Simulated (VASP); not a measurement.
Runs of VASP 6.6.1 on HfO2. Symmetry: Pnma, No. 62, orthorhombic system. Conventional cell: a = 5.556 Å, b = 3.334 Å, c = 6.505 Å, α = 90.00°, β = 90.00°, γ = 90.00°. Hf (site symmetry m) has 7 O at 2.14 to 2.27 Å as nearest neighbours. O (site symmetry m) is surrounded by 4 Hf at 2.14 to 2.17 Å. O (site symmetry m) has 3 Hf at 2.16 to 2.27 Å as nearest neighbours. Measurements of this composition are mostly on another form, of space group No. 14.

```tsv
level	gap on the mesh (eV)
RPBE	(a)
PBE	3.40
PBEsol	(b)
PW91	3.41
BLYP	3.52
```

Alike in all rows: task band structure; potentials or basis VASP PAW PBE potentials, release 64 (Hf_pv, O); no spin polarisation; cell as given; k mesh 4 × 6 × 3; cutoff (eV) 520; smearing fermi-dirac 0.05 eV.

Q: Estimate the missing entries.

A: (a) 3.46; (b) 3.30.

Caveats: spin-orbit coupling is left out, which moves the levels of the heavy elements.

A k mesh can miss the band edges, and the runs leave out spin-orbit coupling on Hf.
